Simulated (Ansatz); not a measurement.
The system is MnS.

```xyz
2
Lattice="1.8300 1.0565 2.9709 -1.8300 1.0565 2.9709 0.0000 -2.1131 2.9709" Properties=species:S:1:pos:R:3 pbc="T T T"
Mn    0.0000    0.0000    0.0000
S     0.0000    0.0000    4.4564
```

The cell is a database's computed one.

Base run:

- Program: Ansatz 0.2.0
- Functional: PBE
- Potentials or basis: Ansatz PAW
- Cutoff: 420 eV (not typed: the program's choice for these potentials)
- k mesh: 8 × 8 × 8
- Occupations: fermi-dirac, width 0.05 eV
- Spin: collinear spin, ferromagnetic start
- Starting moments: [5.0, 0.0] μB
- Fixed moment: 5 μB

Its results: pressure 3.2 GPa; site moments Mn +4.34; S +0.23 μB.

Question: After a change of settings the same cell gave: pressure -19.0 GPa; site moments Mn +2.00; S -0.07 μB. Which change was it?
A. fixed moment from 5 μB to 8 μB; moments at the start from [5.0, 0.0] to [8.0, 0.0]
B. fixed moment from 5 μB to 2 μB; moments at the start from [5.0, 0.0] to [2.0, 0.0]
C. fixed moment from 5 μB to 1 μB; moments at the start from [5.0, 0.0] to [1.0, 0.0]
D. fixed moment from 5 μB to 3 μB; moments at the start from [5.0, 0.0] to [3.0, 0.0]

Answer: B.

Caveats: the total moment is fixed, so each spin has its own Fermi level; a cell with one magnetic atom can't hold antiferromagnetic order, which such compounds often take; the thresholds are loose for stress.
